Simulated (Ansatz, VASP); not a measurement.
# H3C12F: VASP beside Ansatz

Aim: how closely do two programs agree when they are given the same cell, functional and k mesh? The cell is taken from a series of runs on this material, whose earlier steps may have relaxed, scaled, displaced or heated it; both programs get it as it stands.

Main program and level: Ansatz 0.2.0; plane waves, with VASP 6.6.1 beside it; PBE.

**1. Set-up**

The cell holds 32 atoms: 2 F, 6 H and 24 C. Its edges and angles: a = 5.044 Å, b = 5.044 Å, c = 21.024 Å, α = 90.0°, β = 90.0°, γ = 60.0°. It derives from C. As first built, before any earlier steps moved the atoms or strained the cell (in the runner's words): kind terminated face; group F; share_of_top_atoms 0.5; rest H; oxygen_in_back_bonds 0; lower_face H. Vacuum lies along c.

**2. VASP: single point, PBE**

With cell and atoms fixed, the geometry can't cause a difference; cores, projectors, grids and the points listed under the comparison can.

Lines of VASP's logs that name or quote its potential files are left out, and so is its time.

Contents of INCAR:

```
SYSTEM = H3C12F
PREC = Accurate
ENCUT = 520
EDIFF = 1E-06
NELM = 120
ISMEAR = -1
SIGMA = 0.02
LREAL = Auto
ALGO = Normal
GGA = PE
NBANDS = 80
LORBIT = 11
LWAVE = .FALSE.
LCHARG = .FALSE.
ISIF = 2
LDIPOL = .TRUE.
IDIPOL = 3
DIPOL = 0.5 0.5 0.496
LVHAR = .TRUE.
LASPH = .TRUE.
GGA_COMPAT = .FALSE.
EFERMI = MIDGAP
NELMDL = -8
KPAR = 4
```

Contents of POSCAR:

```
H3C12F
1.0
    5.0444997770      0.0000000000      0.0000000000
    2.5222498885      4.3686649563      0.0000000000
    0.0000000000      0.0000000000     21.0236689229
F H C
2 6 24
Direct
    0.9998956046      0.0002087909      0.6719238393
    0.4998956046      0.0002087909      0.6719238393
    0.0001866401      0.4996267199      0.6582426086
    0.5001866401      0.4996267199      0.6582426086
    0.0000000001      0.0000000000      0.3329580590
    0.5000000000      0.0000000000      0.3329580590
    0.0000000001      0.5000000000      0.3329580590
    0.5000000000      0.5000000000      0.3329580590
    0.9995547338      0.0008905324      0.6052029013
    0.4995547338      0.0008905324      0.6052029013
    0.0002749356      0.4994501289      0.6060302683
    0.5002749356      0.4994501289      0.6060302683
    0.8326549310      0.3346901380      0.5821644101
    0.3326549310      0.3346901380      0.5821644101
    0.8338536768      0.8322926465      0.5821750267
    0.3338536768      0.8322926465      0.5821750267
    0.8335444862      0.3329110277      0.5083247967
    0.3335444862      0.3329110277      0.5083247967
    0.8331350580      0.8337298842      0.5082383567
    0.3331350579      0.8337298842      0.5082383567
    0.1665964624      0.1668070754      0.4837318983
    0.6665964624      0.1668070754      0.4837318983
    0.1667372482      0.6665255037      0.4838388535
    0.6667372482      0.6665255037      0.4838388535
    0.1666666665      0.1666666670      0.4102448590
    0.6666666666      0.1666666670      0.4102448590
    0.1666666665      0.6666666670      0.4102448590
    0.6666666666      0.6666666670      0.4102448590
    0.0000000001      0.0000000000      0.3857556940
    0.5000000000      0.0000000000      0.3857556940
    0.0000000001      0.5000000000      0.3857556940
    0.5000000000      0.5000000000      0.3857556940
```

Contents of KPOINTS:

```
Automatic mesh
0
Gamma
6 6 1
0 0 0
```

The projector-augmented-wave data sets are F, H and C (PBE family, release 64).

On the command line:

```console
mpirun -np 4 vasp_std
```

Numbers of over 12 decimals in the logs are rounded to 6 here.

Output:

```text
[banner, memory and clock lines left out]
running    4 mpi-ranks, on    1 nodes
[...]
LDA part: xc-table for (Slater+PW92), standard interpolation
 POSCAR, INCAR and KPOINTS ok, starting setup
[...]
entering main loop
       N       E                     dE             d eps       ncg     rms          rms(c)
DAV:   1     0.855451310268E+03    0.85545E+03   -0.54348E+04  2088   0.126E+03
DAV:   2    -0.159705105106E+03   -0.10152E+04   -0.97061E+03  2936   0.306E+02
DAV:   3    -0.257239560731E+03   -0.97534E+02   -0.96835E+02  2456   0.969E+01
DAV:   4    -0.259808477933E+03   -0.25689E+01   -0.25609E+01  2824   0.180E+01
[...]
DAV:  27    -0.248244217231E+03   -0.39901E-05   -0.11789E-07  1624   0.118E-03    0.338E-04
DAV:  28    -0.248244218615E+03   -0.13847E-05   -0.34276E-08  1624   0.882E-04    0.263E-04
DAV:  29    -0.248244219485E+03   -0.86947E-06   -0.13651E-08  1680   0.440E-04
   1 F= -.24824422E+03 E0= -.24824422E+03  d E =0.000000E+00
```

From OUTCAR (step 2):

```text
  Total        4.5967869      2.6712162     -1.0716975      0.0000000     -0.0042097      0.0000000
  in kB       15.8960639      9.2372833     -3.7060175      0.0000000     -0.0145575      0.0000000
  external PRESSURE =       7.1424432 kB  Pullay stress =       0.0000000 kB

 POSITION                                       TOTAL-FORCE (eV/Angst)
 -----------------------------------------------------------------------------------
      5.04450      0.00091     14.12630         0.000000     -0.003654      0.323859
      2.52225      0.00091     14.12630         0.000000     -0.003654      0.323859
      1.26112      2.18270     13.83867        -0.000000     -0.000703      0.025127
      3.78337      2.18270     13.83867        -0.000000     -0.000703      0.025127
      0.00000      0.00000      7.00000         0.000000     -0.001776      0.083338
      2.52225      0.00000      7.00000         0.000000     -0.001776      0.083338
      1.26112      2.18433      7.00000        -0.000000      0.000543      0.083777
      3.78337      2.18433      7.00000        -0.000000      0.000543      0.083777
      5.04450      0.00389     12.72359        -0.000000      0.004935     -0.282573
      2.52225      0.00389     12.72359        -0.000000      0.004935     -0.282573
      1.26112      2.18193     12.74098         0.000000      0.002917     -0.005418
      3.78337      2.18193     12.74098         0.000000      0.002917     -0.005418
      5.04450      1.46215     12.23923        -0.000000     -0.008403      0.008351
      2.52225      1.46215     12.23923        -0.000000     -0.008403      0.008351
[...]
-----------------------------------------------------------------------------------
    total drift:                               -0.000003      0.022708      0.105544

  FREE ENERGIE OF THE ION-ELECTRON SYSTEM (eV)
  ---------------------------------------------------
  free  energy   TOTEN  =      -248.2442194848 eV

  energy  without entropy=     -248.2442194848  energy(sigma->0) =     -248.24421948

[... 3 further parts left out ...]
[key lines of the parts left out:]
E-fermi :   1.1383
```

**3. Ansatz: single point, PBE**

Ansatz runs on its default PAW (the set named soft_2) files.

The same cell, functional, mesh and smearing now go to Ansatz, which takes its cutoff from its data sets.

Contents of input.yaml:

```yaml
crystal:
  lattice:
    - [5.044499777, 0.0, 0.0]
    - [2.5222498885, 4.3686649563, 0.0]
    - [0.0, 0.0, 21.0236689229]
  atoms:
    - { symbol: F, position: [-0.0001043954, 0.0002087909, 0.6719238393] }
    - { symbol: F, position: [0.4998956046, 0.0002087909, 0.6719238393] }
    - { symbol: H, position: [0.0001866401, 0.4996267199, 0.6582426086] }
    - { symbol: H, position: [0.5001866401, 0.4996267199, 0.6582426086] }
    - { symbol: C, position: [-0.0004452662, 0.0008905324, 0.6052029013] }
    - { symbol: C, position: [0.4995547338, 0.0008905324, 0.6052029013] }
    - { symbol: C, position: [0.0002749355, 0.4994501289, 0.6060302683] }
    - { symbol: C, position: [0.5002749355, 0.4994501289, 0.6060302683] }
    - { symbol: C, position: [0.832654931, 0.334690138, 0.5821644101] }
    - { symbol: C, position: [0.332654931, 0.334690138, 0.5821644101] }
    - { symbol: C, position: [0.8338536768, 0.8322926465, 0.5821750267] }
    - { symbol: C, position: [0.3338536768, 0.8322926465, 0.5821750267] }
    - { symbol: C, position: [0.8335444861, 0.3329110277, 0.5083247967] }
    - { symbol: C, position: [0.3335444861, 0.3329110277, 0.5083247967] }
    - { symbol: C, position: [0.8331350579, 0.8337298842, 0.5082383567] }
    - { symbol: C, position: [0.3331350579, 0.8337298842, 0.5082383567] }
    - { symbol: C, position: [0.1665964623, 0.1668070754, 0.4837318983] }
    - { symbol: C, position: [0.6665964623, 0.1668070754, 0.4837318983] }
    - { symbol: C, position: [0.1667372481, 0.6665255037, 0.4838388535] }
    - { symbol: C, position: [0.6667372481, 0.6665255037, 0.4838388535] }
    - { symbol: C, position: [0.1666666665, 0.166666667, 0.410244859] }
    - { symbol: C, position: [0.6666666665, 0.166666667, 0.410244859] }
    - { symbol: C, position: [0.1666666665, 0.666666667, 0.410244859] }
    - { symbol: C, position: [0.6666666665, 0.666666667, 0.410244859] }
    - { symbol: C, position: [0.0, 0.0, 0.385755694] }
    - { symbol: C, position: [0.5, 0.0, 0.385755694] }
    - { symbol: C, position: [0.0, 0.5, 0.385755694] }
    - { symbol: C, position: [0.5, 0.5, 0.385755694] }
    - { symbol: H, position: [0.0, 0.0, 0.332958059] }
    - { symbol: H, position: [0.5, 0.0, 0.332958059] }
    - { symbol: H, position: [0.0, 0.5, 0.332958059] }
    - { symbol: H, position: [0.5, 0.5, 0.332958059] }
kpoints:
  mp_grid: { grid: [6, 6, 1] }
scf:
  occupations: { method: fermi_dirac, width: 0.02 }
  n_extra_bands: 23
hamiltonian:
  xc: pbe
  pseudopotentials: { kind: paw }
output:
  forces: true
  write_potential: true
  volumetric_format: []
  dos:
    projected:
      site_lists:
        adsorbate: [0, 1, 2, 3]
        layer_1: [4, 5, 6, 7]
        layer_2: [8, 9, 10, 11]
        layer_3: [12, 13, 14, 15]
        middle: [16, 17, 18, 19]
        other_layers: [20, 21, 22, 23, 24, 25, 26, 27, 28, 29, 30, 31]
    de: 0.05
    e_range: [-30, 12]
    method: { smearing: { sigma: 0.12, scheme: gaussian } }
  eigenstates:
    kpoints:
      - [0.33333333, -0.33333333, 0.0]
      - [0.25, -0.375, 0.0]
      - [0.16666667, -0.41666667, 0.0]
      - [0.08333333, -0.45833333, 0.0]
      - [0.0, 0.5, 0.0]
      - [-0.08333333, 0.45833333, 0.0]
      - [-0.16666667, 0.41666667, 0.0]
      - [-0.25, 0.375, 0.0]
      - [-0.33333333, 0.33333333, 0.0]
      - [-0.41666667, 0.29166667, 0.0]
      - [0.5, 0.25, 0.0]
      - [0.41666667, 0.20833333, 0.0]
      - [0.33333333, 0.16666667, 0.0]
      - [0.25, 0.125, 0.0]
      - [0.16666667, 0.08333333, 0.0]
      - [0.08333333, 0.04166667, 0.0]
      - [0.0, 0.0, 0.0]
      - [0.07142857, 0.0, 0.0]
      - [0.14285714, 0.0, 0.0]
      - [0.21428571, 0.0, 0.0]
      - [0.28571429, 0.0, 0.0]
      - [0.35714286, 0.0, 0.0]
      - [0.42857143, 0.0, 0.0]
      - [0.5, 0.0, 0.0]
      - [-0.42857143, 0.0, 0.0]
      - [-0.35714286, 0.0, 0.0]
      - [-0.28571429, 0.0, 0.0]
      - [-0.21428571, 0.0, 0.0]
      - [-0.14285714, 0.0, 0.0]
      - [-0.07142857, 0.0, 0.0]
      - [0.04166667, 0.08333333, 0.0]
      - [0.08333333, 0.16666667, 0.0]
      - [0.125, 0.25, 0.0]
      - [0.16666667, 0.33333333, 0.0]
      - [0.20833333, 0.41666667, 0.0]
      - [0.25, 0.5, 0.0]
      - [0.29166667, -0.41666667, 0.0]
    e_range: [-8.0, 6.0]
    unfold:
      supercell_matrix: [[2, 0, 0], [0, 2, 0], [0, 0, 1]]
      layers:
        axis: 3
        edges: [0.142696, 0.438995, 0.439095, 0.56135, 0.56145, 0.862183]
efield:
  axis: 3
  dipole_correction: true
```

On the command line:

```console
ansatz run input.yaml --threads 4 --pin off --max-ram 11264MiB --backend cpu --events-out ev --progress --plain --runs-dir out
```

Output:

```text
scf.n_extra_bands = 23 over 58 filled bands (N_el = 116.0): the run solves 81 bands
Engine: ansatz 0.2.0, aarch64-unknown-linux-gnu
Pseudopotentials: kind: paw
Pseudopotential: F, paw, valence charge 7, recommended cutoff 420 eV (normal), F.paw.azcp
Pseudopotential: H, paw, valence charge 1, recommended cutoff 420 eV (normal), H.paw.azcp
Pseudopotential: C, paw, valence charge 4, recommended cutoff 420 eV (normal), C.paw.azcp
Functional definition: PBE
  parameter kappa = 0.804
  parameter beta = 0.066725
  exchange = pbe_x(kappa = kappa, mu = beta*pi^2/3)
  correlation = pbe_c(beta = beta)
Crystal: 32 atoms, lattice volume = 463.314 Å³
Basis set: ecut = 420 eV, 9137 PW (Γ), exchange–correlation on 72×72×288 points (8 copies of the dense FFT grid, shifted against one another)
Bands: 81, of which v1, the nominal top of the filled ones, is band 58 counted from 1 (57 counted from 0)
Symmetry: 4 space group operations
Space group: Pm (ITA 6), of the structure as read, at distance tolerance 7.7e-5 Å
k-points: 13 of 36 (time reversal used)
Non-local potential: F, projectors of the file, l = 0: 2, l = 1: 2, l = 2: 1
Non-local potential: H, projectors of the file, l = 0: 2, l = 1: 1
Non-local potential: C, projectors of the file, l = 0: 2, l = 1: 2, l = 2: 1
PAW form: soft (Blöchl's): semilocal exchange-correlation on the pseudo side does not see the compensation charge
PAW one-centre angular grid: F, 110 points (default); XC on 64 Gauss nodes
PAW one-centre angular grid: H, 110 points (default); XC on 64 Gauss nodes
PAW one-centre angular grid: C, 110 points (default); XC on 64 Gauss nodes
Initial density: superposition of atomic densities (neutral atoms: chi_scale 0, normalization atom), corrected by the library's trained network
Initial wavefunctions: pseudopotential atomic-orbital guess
Functional: x = pbe(κ = 0.804, μ = 0.219515), c = pbe(β = 0.066725)
SCF iter   1: F=—  HF=-7731.978632 eV  |F-HF|=—  |Δ(HF+E_count)|=         —  Δρ=3.13e-3  dr2=1.96e-1  ethr=1.77e-3  p=-0.122 e·Å  D=-4.77e-2 V/Å  ΔV_dip=1.00 eV  dr2_dipole=9.19e-2  V_vac-E_F(+/−)=3.97/2.97 eV  ⟨swp⟩=16.0  Hψ=8333  notcnv=0  defer=84
efield: sawtooth ramp at fractional position 0.9524 (placed from the atoms, in the widest stretch of the axis that holds none; the zero of the levels goes with the place), width 0.1000; the density the first Hamiltonian is built on has a dipole p = -0.122 e·Å; the dipole correction subtracts the counter field D = -4.77e-2 V/Å, which shifts the + side's vacuum level by +1.00 eV against the − side's; the planar-averaged density in the ramp window peaks in size at 1.3e-4 e/Å³
preconditioner: auto → Resta (q_TF=auto, 2.166 Å⁻¹)  ε∞=2.4  [insulator: Δε(μ)=3.448 eV  Ē_g=15.877 eV  σ=0.020 eV  W_gap=1.00  n_scr=80 (ndim 8)  ℏωp=18.6 eV  f_vac=0.567  D(μ)=0.00/eV (n_scr^D=0)  ε∞_Penn≈2.4  vacuum switching on, ρ_ref=1.8e-2 e/Å³]
SCF iter   2: F=—  HF=-7731.934991 eV  |F-HF|=—  |Δ(HF+E_count)|=   4.36e-2  Δρ=2.48e-3  dr2=2.62e-2  ethr=1.69e-4  p=-0.294 e·Å  D=-1.15e-1 V/Å  ΔV_dip=2.41 eV  dr2_dipole=1.60e-3  V_vac-E_F(+/−)=4.81/2.40 eV  ⟨swp⟩=4.1  Hψ=2118  notcnv=0  defer=229
SCF iter   3: F=—  HF=-7731.933792 eV  |F-HF|=—  |Δ(HF+E_count)|=   1.20e-3  Δρ=1.26e-3  dr2=4.78e-3  ethr=2.26e-5  p=-0.286 e·Å  D=-1.12e-1 V/Å  ΔV_dip=2.35 eV  dr2_dipole=2.03e-4  V_vac-E_F(+/−)=4.72/2.37 eV  ⟨swp⟩=3.1  Hψ=1335  notcnv=0  defer=229
SCF iter   4: F=—  HF=-7731.935382 eV  |F-HF|=—  |Δ(HF+E_count)|=   1.59e-3  Δρ=4.24e-4  dr2=7.96e-4  ethr=4.12e-6  p=-0.312 e·Å  D=-1.22e-1 V/Å  ΔV_dip=2.56 eV  dr2_dipole=1.11e-6  V_vac-E_F(+/−)=4.79/2.23 eV  ⟨swp⟩=3.8  Hψ=1705  notcnv=0  defer=229
SCF iter   5: F=—  HF=-7731.935268 eV  |F-HF|=—  |Δ(HF+E_count)|=   1.14e-4  Δρ=1.04e-4  dr2=3.49e-5  ethr=6.86e-7  p=-0.313 e·Å  D=-1.22e-1 V/Å  ΔV_dip=2.57 eV  dr2_dipole=3.51e-6  V_vac-E_F(+/−)=4.78/2.21 eV  ⟨swp⟩=3.8  Hψ=1708  notcnv=0  defer=229
SCF iter   6: F=—  HF=-7731.935373 eV  |F-HF|=—  |Δ(HF+E_count)|=   1.05e-4  Δρ=2.67e-5  dr2=3.08e-6  ethr=3.01e-8  p=-0.315 e·Å  D=-1.23e-1 V/Å  ΔV_dip=2.58 eV  dr2_dipole=3.00e-8  V_vac-E_F(+/−)=4.79/2.20 eV  ⟨swp⟩=2.4  Hψ=2066  notcnv=0  defer=229
SCF iter   7: F=—  HF=-7731.935374 eV  |F-HF|=—  |Δ(HF+E_count)|=   1.52e-6  Δρ=8.36e-6  dr2=2.57e-7  ethr=2.65e-9  p=-0.315 e·Å  D=-1.23e-1 V/Å  ΔV_dip=2.58 eV  dr2_dipole=1.04e-8  V_vac-E_F(+/−)=4.79/2.20 eV  ⟨swp⟩=2.2  Hψ=1574  notcnv=0  defer=229
SCF iter   8: F=-7731.935374 eV  HF=-7731.935374 eV  |F-HF|=2.00e-8  |Δ(HF+E_count)|=   1.44e-7  Δρ=2.89e-6  dr2=2.77e-8  ethr=8.62e-11  p=-0.315 e·Å  D=-1.23e-1 V/Å  ΔV_dip=2.58 eV  dr2_dipole=1.63e-9  V_vac-E_F(+/−)=4.79/2.20 eV  ⟨swp⟩=29.7  Hψ=12626  notcnv=0
SCF 1 converged in 8 iterations: F = -7731.935374 eV  dr2 = 2.77e-8
  greatest PAW one-centre occupation: 0.933 electrons in one spin orbital (limit 2), on the F atom at site 1 (counted from 0), in its partial waves of l = 0
NSCF: frozen V_eff on 37 k-points
efield: sawtooth ramp at fractional position 0.9524 (kept from the solve that this one continues, or follows in the run), width 0.1000; the density the first Hamiltonian is built on has a dipole p = -0.315 e·Å; the dipole correction subtracts the counter field D = -1.23e-1 V/Å, which shifts the + side's vacuum level by +2.58 eV against the − side's; the planar-averaged density in the ramp window peaks in size at 8.3e-6 e/Å³
WARN: The output density's exchange-correlation potential varies sharply where the density is thin. Do not read a vacuum level from v_tot or v_xc, or from such a field of the output density. On a cell that repeats whose density bears no net charge and no dipole along the vacuum's axis use v_es (v_loc + v_h of the components); under efield.dipole_correction with no amplitude use v_es + v_field, which holds any externa [...]
SCF converged after 8 iterations
Free energy (F): -7731.935374 eV
Harris-Foulkes:  -7731.935374 eV  (|F-HF|=2.00e-8)
Internal energy: -7731.935374 eV  (E = F + TS)
E sigma→0 (E₀):  -7731.935374 eV
Fermi energy:    2.328602 eV
Dipole field:    D = -0.122877 V/Å  (p = -0.314617 e·Å, saw-weighted, corrected)
Work function:   Φ+ = 4.7875 eV   Φ− = 2.2040 eV
Levels:          The Fermi level and band energies are counted from a zero that moves with the ramp; work functions are not
--- Per-component energies (eV) ---
  E_band       = -898.618129
  E_kinetic    = 2702.226114
  E_local      = -83667.629794  (includes V_loc(G=0)·N_el)
  E_nonlocal   = 797.211292
  E_hartree    = 40641.194860
  E_xc         = -1379.280174
  E_vxc        = -1720.760307  (∫ρ·V_xc dr)
  E_paw        = -2785.316217  (= ΣΔE_a)
  E_vpaw       = -295.658520  (= ΣTr[D̂ρ^β])
  E_aug_tail   = -0.003769  (compensation charges beyond the density's cutoff)
  E_efield     = 0.019330  (sawtooth field / dipole correction)
  E_vefield    = 3.618520  (∫n·V_field dr)
  E_ewald      = 35959.642983
  E_smearing   = -0.000000  (= −TS)
  E_closure    = -0.000000  (closes the sum)
  Σ components = -7731.935374   (vs F -7731.935374, Δ=0.00e0)
--- Forces (eV/Å), atoms counted from 1 ---
  atom   1  F      0.00000000    -0.00001166     0.00238070
  atom   2  F      0.00000000    -0.00001166     0.00238070
  atom   3  H      0.00000000    -0.00016380     0.00376173
  atom   4  H      0.00000000    -0.00016380     0.00376173
  atom   5  C      0.00000000    -0.00036503     0.00720094
  atom   6  C      0.00000000    -0.00036503     0.00720094
  atom   7  C      0.00000000    -0.00032051    -0.01630762
  atom   8  C      0.00000000    -0.00032051    -0.01630762
  atom   9  C     -0.00000000    -0.00962564     0.00639499
  atom  10  C     -0.00000000    -0.00962564     0.00639499
  atom  11  C     -0.00000000     0.01032239    -0.00177690
  atom  12  C     -0.00000000     0.01032239    -0.00177690
  atom  13  C      0.00000000     0.00779144    -0.00643489
  atom  14  C      0.00000000     0.00779144    -0.00643489
  atom  15  C      0.00000000    -0.00772483    -0.00594205
  atom  16  C      0.00000000    -0.00772483    -0.00594205
  atom  17  C     -0.00000000    -0.00453585     0.01093700
  atom  18  C     -0.00000000    -0.00453585     0.01093700
  atom  19  C     -0.00000000     0.00450239    -0.00020243
  atom  20  C     -0.00000000     0.00450239    -0.00020243
  atom  21  C     -0.00000000    -0.00038060    -0.90408569
  atom  22  C     -0.00000000    -0.00038060    -0.90408569
  atom  23  C     -0.00000000     0.00010280    -0.87255204
  atom  24  C     -0.00000000     0.00010280    -0.87255204
  atom  25  C      0.00000000     0.00132331     0.77219915
  atom  26  C      0.00000000     0.00132331     0.77219915
  atom  27  C      0.00000000    -0.00110219     0.77727096
  atom  28  C      0.00000000    -0.00110219     0.77727096
  atom  29  H      0.00000000    -0.00103562     0.11342537
  atom  30  H      0.00000000    -0.00103562     0.11342537
  atom  31  H      0.00000000     0.00122157     0.11382344
  atom  32  H      0.00000000     0.00122157     0.11382344
  max |Σ_I F_I| component: 1.85e-4 eV/Å
--- Band table (eV; the first three rows and the last of 13) ---
  k-point 0: bands = [... 54 lower, -0.1438, -0.0464, 0.8659, 0.9185, 3.7373, 5.4370, 5.8077, 6.1897, ... 19 higher]
  k-point 1: bands = [... 54 lower, -0.6923, -0.3234, 0.1677, 0.6708, 3.9026, 5.6305, 5.8114, 6.5323, ... 19 higher]
  k-point 2: bands = [... 54 lower, -1.3234, -0.8822, -0.7648, 0.0595, 4.3866, 5.7227, 6.2018, 6.3242, ... 19 higher]
  k-point 12: bands = [... 54 lower, -1.5753, -1.2189, -1.0161, -0.5496, 4.8806, 5.7463, 6.5881, 6.6665, ... 19 higher]
```

In the SCF lines HF is the Harris–Foulkes energy and dr2 the Hartree energy of the density residual, in eV; the loop may stop once dr2 is under the threshold and the program's other checks hold. Hψ counts applications of the Hamiltonian.

(Part 1 of 2 ends here.)

[Lines on the potential files, build, host, timing and source positions are cut from VASP's logs without a mark.]

[Logs are printed without paths, hosts, clocks, repeated set-up lines and the standing remarks that a program may print on its own settings, such as how far it seeks lower states.]

[Hosts, paths, dates, database ids (printed as entryN), source tags and the programs' standing remarks are cut or masked in the printed files.]
